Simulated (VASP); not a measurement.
**GaSb: convergence with the k-mesh and precision settings**

A convergence test on GaSb: the k-mesh and precision settings. The atoms are off their equilibrium sites, so that forces can be compared too. The series runs use LDA. The k-mesh tried: 2 2 2; 3 3 3; 4 4 4; 6 6 6; 8 8 8; 9 9 9; 12 12 12. The precision settings tried: PREC = Low; PREC = Medium; PREC = Normal; PREC = Single; PREC = Accurate; LREAL = Auto; ADDGRID = .TRUE.; LASPH = .TRUE.. The atoms of the start are displaced at random from the sites of a F-43m cell.

Main program and level: VASP 6.6.1; LDA; plane waves and PAW (Ga_d, Sb).

The database entry behind the starting cell differs from later determinations by our own check (about 0.4 % long), so it need not match the best structure at ambient conditions.

### 1. Starting point

Symmetry: Cm, No. 8, monoclinic system. That holds within 0.01 Å; VASP, at its tighter tolerance, finds 1 operation. Conventional cell: a = 7.493 Å, b = 4.326 Å, c = 4.326 Å, α = 90.00°, β = 125.26°, γ = 90.00°. Nearest to Ga lie 4 Sb at 2.58 to 2.70 Å. Nearest to Sb lie 4 Ga at 2.58 to 2.70 Å. Farther neighbours are not listed. That group holds within 0.01 Å; judged at 0.001 Å it is P1 (No. 1).

### 2. K-mesh: 2 2 2

The sum over the zone converges with the mesh, fast for insulators and slowly for metals. LDA, the lowest rung, knows the local density alone.

The input, INCAR:

```
SYSTEM = GaSb
PREC = Accurate
ENCUT = 400
EDIFF = 1E-06
NELM = 100
ISMEAR = -1
SIGMA = 0.05
LREAL = .FALSE.
ALGO = Normal
GGA = CA
NBANDS = 15
LORBIT = 11
LWAVE = .FALSE.
LCHARG = .FALSE.
NCORE = 2
ISIF = 2
```

The input, POSCAR:

```
GaSb
1.0
    0.0000000000      3.0590000000      3.0590000000
    3.0590000000      0.0000000000      3.0590000000
    3.0590000000      3.0590000000      0.0000000000
Ga Sb
1 1
Direct
   -0.0005010000     -0.0083140000      0.0024200000
    0.2471310000      0.2599860000      0.2512180000
```

The input, KPOINTS:

```
Automatic mesh
0
Gamma
2 2 2
0 0 0
```

Potentials, in the order of the species: Ga_d and Sb (PBE family, release 64).

Launch:

```console
$ mpirun -np 2 vasp_std
```

Output:

```text
[banner, memory and clock lines left out]
running    2 mpi-ranks, on    1 nodes
 distrk:  each k-point on    2 cores,    1 groups
 distr:  one band on    2 cores,    1 groups

 POSCAR found type information on POSCAR GaSb
 POSCAR found :  2 types and       2 ions
|                                                                             |
|               ----> ADVICE to this user running VASP <----                  |
|                                                                             |
|     You enforced a specific xc type in the INCAR file but a different       |
|     [... a line on the potential file left out ...]
|     I HOPE YOU KNOW WHAT YOU ARE DOING!                                     |
|                                                                             |

 LDA part: xc-table for (Slater(with rela. corr.)+CA(PZ))
 , standard interpolation
 POSCAR, INCAR and KPOINTS ok, starting setup
 FFT: planning ... GRIDC
 FFT: planning ... GRID_SOFT
 FFT: planning ... GRID
 WAVECAR not read
 entering main loop
       N       E                     dE             d eps       ncg     rms          rms(c)
DAV:   1     0.742525681874E+02    0.74253E+02   -0.76884E+03   248   0.131E+03
DAV:   2    -0.108452686267E+01   -0.75337E+02   -0.71813E+02   268   0.266E+02
DAV:   3    -0.647240252618E+01   -0.53879E+01   -0.53423E+01   289   0.629E+01
DAV:   4    -0.656699357248E+01   -0.94591E-01   -0.94561E-01   346   0.939E+00
DAV:   5    -0.656931937666E+01   -0.23258E-02   -0.23257E-02   305   0.123E+00    0.332E+00
DAV:   6    -0.635845826625E+01    0.21086E+00   -0.18291E-01   338   0.619E+00    0.192E+00
DAV:   7    -0.628587529191E+01    0.72583E-01   -0.12352E-01   261   0.217E+00    0.565E-01
DAV:   8    -0.628475338610E+01    0.11219E-02   -0.11087E-02   360   0.101E+00    0.238E-01
DAV:   9    -0.628521359251E+01   -0.46021E-03   -0.94713E-04   326   0.382E-01    0.703E-02
DAV:  10    -0.628528355946E+01   -0.69967E-04   -0.99547E-05   338   0.910E-02    0.138E-02
DAV:  11    -0.628529818809E+01   -0.14629E-04   -0.16200E-05   296   0.335E-02    0.101E-02
DAV:  12    -0.628529828441E+01   -0.96318E-07   -0.12706E-06   268   0.112E-02
   1 F= -.62852983E+01 E0= -.62710798E+01  d E =-.284370E-01
```

Run time: 1.6 s. Hardware: 2 MPI ranks of AMD EPYC 9R45, shared host; peak memory 0.19 GiB.

Lines that name or quote the potential files are left out of all logs, and their timing lines are given in words.

From OUTCAR (step 2):

```text
ion  position               nearest neighbor table
   1  0.999  0.992  0.002-   2 2.58   2 2.65   2 2.66   2 2.70
   2  0.247  0.260  0.251-   1 2.58   1 2.65   1 2.66   1 2.70

  LATTYP: Found a face centered cubic cell.
 ALAT       =     6.1180000000

 Subroutine GETGRP returns: Found  1 space group operations
 (whereof  1 operations were pure point group operations)

The static configuration has the point symmetry C_1 .

 Found      8 irreducible k-points:

   k-points           NKPTS =      8   k-points in BZ     NKDIM =      8   number of bands    NBANDS=     15

   dimension x,y,z NGX =    28 NGY =   28 NGZ =   28
   dimension x,y,z NGXF=    56 NGYF=   56 NGZF=   56

   ENCUT  =  400.0 eV  29.40 Ry    5.42 a.u.   7.05  7.05  7.05*2*pi/ulx,y,z

   NELECT =      18.0000    total number of electrons

 k-points in reciprocal lattice and weights: Automatic mesh
   0.00000000  0.00000000  0.00000000       0.125
   0.50000000  0.00000000  0.00000000       0.125
   0.00000000  0.50000000  0.00000000       0.125
   0.00000000  0.00000000  0.50000000       0.125
   0.50000000  0.50000000  0.50000000       0.125
   0.50000000  0.50000000  0.00000000       0.125
   0.00000000  0.50000000  0.50000000       0.125
   0.50000000  0.00000000  0.50000000       0.125

 average (electrostatic) potential at core
       1 -65.1233       2 -86.8469

 E-fermi :   4.8734

 k-point     1 :       0.0000    0.0000    0.0000
  band No.  band energies     occupation
    ...
      5     -10.1899      2.00000
      6      -6.7236      2.00000
      7       4.6486      1.97796
      8       4.7074      1.93021
      9       4.8590      1.14381
     10       4.9490      0.36170
     11       7.3053      0.00000
     12       7.4154      0.00000
     13       7.6347      0.00000
     14      10.2615      0.00000
    ...

 k-point     2 :       0.5000    0.0000    0.0000
  band No.  band energies     occupation
    ...
      5     -10.1859      2.00000
      6      -5.0752      2.00000
      7      -1.6438      2.00000
      8       3.5203      2.00000
      9       3.7464      2.00000
     10       5.0162      0.10884
     11       8.1914      0.00000
     12       8.6115      0.00000
     13      10.9231      0.00000
     14      13.9906      0.00000
    ...

 k-point     3 :       0.0000    0.5000    0.0000
  band No.  band energies     occupation
    ...
      5     -10.1842      2.00000
      6      -4.9987      2.00000
      7      -1.8436      2.00000
      8       3.5917      2.00000
      9       3.6762      2.00000
     10       5.1596      0.00651
     11       8.3638      0.00000
     12       8.5404      0.00000
     13      10.9843      0.00000
     14      13.8385      0.00000
    ...

  Total        2.9342932      2.8682590      2.9250679     -0.7198109     -0.7710604      0.1324305
  in kB       82.1193811     80.2713408     81.8612005    -20.1446888    -21.5789619      3.7062103
  external PRESSURE =      81.4173075 kB  Pullay stress =       0.0000000 kB

  energy-cutoff  :      400.00
  volume of cell :       57.25
      direct lattice vectors                 reciprocal lattice vectors
     0.000000000  3.059000000  3.059000000    -0.163452109  0.163452109  0.163452109
     3.059000000  0.000000000  3.059000000     0.163452109 -0.163452109  0.163452109
     3.059000000  3.059000000  0.000000000     0.163452109  0.163452109 -0.163452109

 POSITION                                       TOTAL-FORCE (eV/Angst)
 -----------------------------------------------------------------------------------
      3.04097      3.06487      6.09103        -0.012848     -0.138447     -0.007381
      1.56377      1.52445      1.55127         0.012848      0.138447      0.007381
 -----------------------------------------------------------------------------------
    total drift:                               -0.000244      0.000474      0.000560

  FREE ENERGIE OF THE ION-ELECTRON SYSTEM (eV)
  ---------------------------------------------------
  free  energy   TOTEN  =        -6.2852982844 eV

  energy  without entropy=       -6.2568612503  energy(sigma->0) =       -6.27107977

 total charge
# of ion       s       p       d       tot
------------------------------------------
    1        0.903   0.809   9.964  11.676
    2        1.128   1.432   0.021   2.580
--------------------------------------------------
tot          2.031   2.241   9.984  14.257

[... 3 further parts left out ...]
```

The gap is read on the k-mesh alone, so it is an upper bound where the band edges lie off the mesh. Spin-orbit coupling is off here; with elements this heavy it splits and shifts levels by tenths of an eV or more. The PAW data sets were made with PBE, though LDA sets exist; this is a small mismatch.

This step gave:

| Item | Value |
| --- | --- |
| SCF cycles | 12 |
| electrons | 18 |
| bands | 15 |
| irreducible k-points | 8 |
| symmetry operations | 1 |
| free energy (TOTEN) | -6.285 eV |
| energy at zero smearing | -6.271 eV |
| Fermi energy | 4.873 eV |
| pressure | 8.142 GPa |
| metallic | no |
| valence top at k | 0, 0, 0 |
| conduction bottom at k | 0.5, 0.5, 0.5 |
| least direct gap at k | 0, 0, 0 |
| gap on the k-mesh | 0.08750 eV |
| least direct gap on the k-mesh | 0.09000 eV |

The series starts at -3.1355 eV an atom and 8.14 GPa, after 12 cycles in 1.6 s.

### 3. K-mesh: 3 3 3

Changes to INCAR since step 2:

```diff
@@ -14,3 +14,3 @@
 LCHARG = .FALSE.
-NCORE = 2
+KPAR = 2
 ISIF = 2
```

POSCAR is that of step 2.

The input, KPOINTS:

```
Automatic mesh
0
Gamma
3 3 3
0 0 0
```

Launch:

```console
$ mpirun -np 2 vasp_std
```

Output:

```text
[banner, memory and clock lines left out]
running    2 mpi-ranks, on    1 nodes
[...]
[... a notice as in an earlier step ...]

 LDA part: xc-table for (Slater(with rela. corr.)+CA(PZ))
 , standard interpolation
 POSCAR, INCAR and KPOINTS ok, starting setup
[...]
entering main loop
       N       E                     dE             d eps       ncg     rms          rms(c)
DAV:   1     0.692452309714E+02    0.69245E+02   -0.75299E+03   428   0.125E+03
DAV:   2    -0.301387261167E+01   -0.72259E+02   -0.69922E+02   532   0.260E+02
DAV:   3    -0.816993189988E+01   -0.51561E+01   -0.51395E+01   441   0.612E+01
DAV:   4    -0.825744182538E+01   -0.87510E-01   -0.87496E-01   525   0.927E+00
[...]
DAV:  10    -0.807060252435E+01    0.66368E-05   -0.25067E-05   498   0.410E-02    0.137E-02
DAV:  11    -0.807060828994E+01   -0.57656E-05   -0.71698E-06   476   0.258E-02    0.614E-03
DAV:  12    -0.807060828075E+01    0.91909E-08   -0.32421E-07   336   0.499E-03
   1 F= -.80706083E+01 E0= -.80683023E+01  d E =-.461203E-02
```

The job ended after 2.6 s (2 MPI ranks; peak memory 0.22 GiB).

OUTCAR, selected parts (step 3):

```text
  Total        0.2883560      0.2414414      0.2819763     -0.3819740     -0.4092378      0.1190944
  in kB        8.0699552      6.7569991      7.8914115    -10.6899578    -11.4529632      3.3329855
  external PRESSURE =       7.5727886 kB  Pullay stress =       0.0000000 kB

 POSITION                                       TOTAL-FORCE (eV/Angst)
 -----------------------------------------------------------------------------------
      3.04097      3.06487      6.09103         0.323342     -0.180097      0.305222
      1.56377      1.52445      1.55127        -0.323342      0.180097     -0.305222
 -----------------------------------------------------------------------------------
    total drift:                               -0.000159      0.000229      0.000686

  FREE ENERGIE OF THE ION-ELECTRON SYSTEM (eV)
  ---------------------------------------------------
  free  energy   TOTEN  =        -8.0706082808 eV

  energy  without entropy=       -8.0659962471  energy(sigma->0) =       -8.06830226

[... 1 part as in an earlier step ...]

[... 2 further parts left out ...]
[key lines of the parts left out:]
E-fermi :   4.7823
```

Against the run before the energy moves by -898.61 meV an atom and the pressure by -7.38 GPa, after 12 cycles in 2.6 s.

### 4. K-mesh: 4 4 4

INCAR is that of step 3.

POSCAR is that of step 3.

The input, KPOINTS:

```
Automatic mesh
0
Gamma
4 4 4
0 0 0
```

Launch:

```console
$ mpirun -np 2 vasp_std
```

Output:

```text
[... set-up lines as in an earlier step ...]
 entering main loop
       N       E                     dE             d eps       ncg     rms          rms(c)
DAV:   1     0.726762798762E+02    0.72676E+02   -0.77828E+03  1104   0.128E+03
DAV:   2    -0.317454663528E+01   -0.75851E+02   -0.72976E+02  1248   0.267E+02
DAV:   3    -0.855067780980E+01   -0.53761E+01   -0.53608E+01  1304   0.620E+01
DAV:   4    -0.864156173178E+01   -0.90884E-01   -0.90866E-01  1369   0.913E+00
[...]
DAV:  10    -0.848346137853E+01    0.67935E-05   -0.29465E-05  1433   0.577E-02    0.883E-03
DAV:  11    -0.848346552195E+01   -0.41434E-05   -0.48565E-06  1353   0.196E-02    0.589E-03
DAV:  12    -0.848346550262E+01    0.19323E-07   -0.26850E-07   904   0.580E-03
   1 F= -.84834655E+01 E0= -.84821095E+01  d E =-.271202E-02
```

Wall time 5.2 s (2 MPI ranks); peak memory 0.24 GiB; 9.5 s of CPU time.

OUTCAR, selected parts (step 4):

```text
  Total       -0.2703288     -0.2743237     -0.2707839     -0.3576228     -0.3820846      0.1096248
  in kB       -7.5654445     -7.6772477     -7.5781801    -10.0084623    -10.6930535      3.0679692
  external PRESSURE =      -7.6069574 kB  Pullay stress =       0.0000000 kB

 POSITION                                       TOTAL-FORCE (eV/Angst)
 -----------------------------------------------------------------------------------
      3.04097      3.06487      6.09103         0.369331     -0.155970      0.346926
      1.56377      1.52445      1.55127        -0.369331      0.155970     -0.346926
 -----------------------------------------------------------------------------------
    total drift:                               -0.000163      0.000260      0.000675

  FREE ENERGIE OF THE ION-ELECTRON SYSTEM (eV)
  ---------------------------------------------------
  free  energy   TOTEN  =        -8.4834655026 eV

  energy  without entropy=       -8.4807534870  energy(sigma->0) =       -8.48210949

[... 1 part as in an earlier step ...]

[... 2 further parts left out ...]
[key lines of the parts left out:]
E-fermi :   4.6980
```

Against the run before the energy moves by -206.90 meV an atom and the pressure by -1.52 GPa, after 12 cycles in 5.2 s.

### 5. K-mesh: 6 6 6

INCAR is that of step 4.

POSCAR is that of step 4.

The input, KPOINTS:

```
Automatic mesh
0
Gamma
6 6 6
0 0 0
```

Launch:

```console
$ mpirun -np 2 vasp_std
```

Output:

```text
[... set-up lines as in an earlier step ...]
 entering main loop
       N       E                     dE             d eps       ncg     rms          rms(c)
DAV:   1     0.724273099592E+02    0.72427E+02   -0.77065E+03  3376   0.128E+03
DAV:   2    -0.325794828967E+01   -0.75685E+02   -0.73160E+02  3864   0.268E+02
DAV:   3    -0.870178188360E+01   -0.54438E+01   -0.54278E+01  4074   0.635E+01
DAV:   4    -0.879455821799E+01   -0.92776E-01   -0.92763E-01  4106   0.943E+00
[...]
DAV:  10    -0.865152173714E+01    0.77292E-05   -0.22901E-05  4513   0.484E-02    0.898E-03
DAV:  11    -0.865152465683E+01   -0.29197E-05   -0.40840E-06  3871   0.186E-02    0.496E-03
DAV:  12    -0.865152463945E+01    0.17382E-07   -0.22664E-07  2807   0.520E-03
   1 F= -.86515246E+01 E0= -.86511173E+01  d E =-.814638E-03
```

It took 14 s on 2 MPI ranks; peak memory 0.32 GiB.

OUTCAR, selected parts (step 5):

```text
  Total       -0.5099561     -0.4957838     -0.5078890     -0.3350278     -0.3578724      0.1142633
  in kB      -14.2716750    -13.8750490    -14.2138253     -9.3761163    -10.0154486      3.1977829
  external PRESSURE =     -14.1201831 kB  Pullay stress =       0.0000000 kB

 POSITION                                       TOTAL-FORCE (eV/Angst)
 -----------------------------------------------------------------------------------
      3.04097      3.06487      6.09103         0.405283     -0.143239      0.380006
      1.56377      1.52445      1.55127        -0.405283      0.143239     -0.380006
 -----------------------------------------------------------------------------------
    total drift:                               -0.000148      0.000245      0.000691

  FREE ENERGIE OF THE ION-ELECTRON SYSTEM (eV)
  ---------------------------------------------------
  free  energy   TOTEN  =        -8.6515246394 eV

  energy  without entropy=       -8.6507100013  energy(sigma->0) =       -8.65111732

[... 1 part as in an earlier step ...]

[... 2 further parts left out ...]
[key lines of the parts left out:]
E-fermi :   4.6701
```

Against the run before the energy moves by -84.50 meV an atom and the pressure by -0.65 GPa, after 12 cycles in 14 s.

### 6. K-mesh: 8 8 8

INCAR is that of step 5.

POSCAR is that of step 5.

The input, KPOINTS:

```
Automatic mesh
0
Gamma
8 8 8
0 0 0
```

Launch:

```console
$ mpirun -np 2 vasp_std
```

Output:

```text
[... set-up lines as in an earlier step ...]
 entering main loop
       N       E                     dE             d eps       ncg     rms          rms(c)
DAV:   1     0.724941116291E+02    0.72494E+02   -0.76378E+03  7880   0.127E+03
DAV:   2    -0.326474087352E+01   -0.75759E+02   -0.73304E+02  9067   0.269E+02
DAV:   3    -0.872282161151E+01   -0.54581E+01   -0.54388E+01  9312   0.632E+01
DAV:   4    -0.881691310809E+01   -0.94091E-01   -0.94077E-01  9845   0.944E+00
[...]
DAV:  10    -0.867670385590E+01    0.74564E-05   -0.22163E-05 10224   0.492E-02    0.908E-03
DAV:  11    -0.867670654771E+01   -0.26918E-05   -0.39408E-06  8864   0.179E-02    0.487E-03
DAV:  12    -0.867670653181E+01    0.15898E-07   -0.20764E-07  6028   0.480E-03
   1 F= -.86767065E+01 E0= -.86764377E+01  d E =-.537655E-03
```

Run time: 30 s. Hardware: 2 MPI ranks; peak memory 0.47 GiB.

From OUTCAR (step 6):

```text
  Total       -0.5425159     -0.5240035     -0.5398755     -0.3334063     -0.3561785      0.1151359
  in kB      -15.1828966    -14.6648063    -15.1090031     -9.3307379     -9.9680431      3.2222035
  external PRESSURE =     -14.9855687 kB  Pullay stress =       0.0000000 kB

 POSITION                                       TOTAL-FORCE (eV/Angst)
 -----------------------------------------------------------------------------------
      3.04097      3.06487      6.09103         0.412895     -0.140222      0.387018
      1.56377      1.52445      1.55127        -0.412895      0.140222     -0.387018
 -----------------------------------------------------------------------------------
    total drift:                               -0.000148      0.000241      0.000690

  FREE ENERGIE OF THE ION-ELECTRON SYSTEM (eV)
  ---------------------------------------------------
  free  energy   TOTEN  =        -8.6767065318 eV

  energy  without entropy=       -8.6761688763  energy(sigma->0) =       -8.67643770

[... 1 part as in an earlier step ...]

[... 2 further parts left out ...]
[key lines of the parts left out:]
E-fermi :   4.6743
```

Against the run before the energy moves by -12.66 meV an atom and the pressure by -0.09 GPa, after 12 cycles in 30 s.

### 7. K-mesh: 9 9 9

INCAR is that of step 6.

POSCAR is that of step 6.

The input, KPOINTS:

```
Automatic mesh
0
Gamma
9 9 9
0 0 0
```

Launch:

```console
$ mpirun -np 2 vasp_std
```

Output:

```text
[... set-up lines as in an earlier step ...]
 entering main loop
       N       E                     dE             d eps       ncg     rms          rms(c)
DAV:   1     0.726325531870E+02    0.72633E+02   -0.76381E+03 11046   0.126E+03
DAV:   2    -0.329824505922E+01   -0.75931E+02   -0.73378E+02 12679   0.268E+02
DAV:   3    -0.872754608964E+01   -0.54293E+01   -0.54103E+01 12994   0.631E+01
DAV:   4    -0.881998831181E+01   -0.92442E-01   -0.92431E-01 13702   0.938E+00
[...]
DAV:  10    -0.868035389845E+01    0.69545E-05   -0.22307E-05 14458   0.499E-02    0.899E-03
DAV:  11    -0.868035659953E+01   -0.27011E-05   -0.38623E-06 12469   0.177E-02    0.483E-03
DAV:  12    -0.868035658331E+01    0.16227E-07   -0.20512E-07  8149   0.489E-03
   1 F= -.86803566E+01 E0= -.86800969E+01  d E =-.519436E-03
```

Elapsed: 42 s, on 2 MPI ranks; peak memory 0.59 GiB; 82 s of CPU time.

Parts of OUTCAR (step 7):

```text
  Total       -0.5459846     -0.5268309     -0.5432704     -0.3336542     -0.3564595      0.1150892
  in kB      -15.2799706    -14.7439334    -15.2040124     -9.3376754     -9.9759072      3.2208963
  external PRESSURE =     -15.0759721 kB  Pullay stress =       0.0000000 kB

 POSITION                                       TOTAL-FORCE (eV/Angst)
 -----------------------------------------------------------------------------------
      3.04097      3.06487      6.09103         0.414054     -0.139761      0.388096
      1.56377      1.52445      1.55127        -0.414054      0.139761     -0.388096
 -----------------------------------------------------------------------------------
    total drift:                               -0.000150      0.000241      0.000687

  FREE ENERGIE OF THE ION-ELECTRON SYSTEM (eV)
  ---------------------------------------------------
  free  energy   TOTEN  =        -8.6803565833 eV

  energy  without entropy=       -8.6798371477  energy(sigma->0) =       -8.68009687

[... 1 part as in an earlier step ...]

[... 2 further parts left out ...]
[key lines of the parts left out:]
E-fermi :   4.6858
```

Against the run before the energy moves by -1.83 meV an atom and the pressure by -0.01 GPa, after 12 cycles in 42 s.

(Continued in part 2 of 3.)

[Lines on the potential files, build, host, timing and source positions are cut from VASP's logs without a mark.]

[Logs are printed without paths, hosts, clocks, repeated set-up lines and the standing remarks that a program may print on its own settings, such as how far it seeks lower states.]

[Hosts, paths, dates, database ids (printed as entryN), source tags and the programs' standing remarks are cut or masked in the printed files.]

[A measured line is paired with the nearest computed mode of its activity, which favours agreement.]

[In band tables of VASP the shares of atoms and orbitals are scaled to a sum of 1 inside the atoms' spheres.]
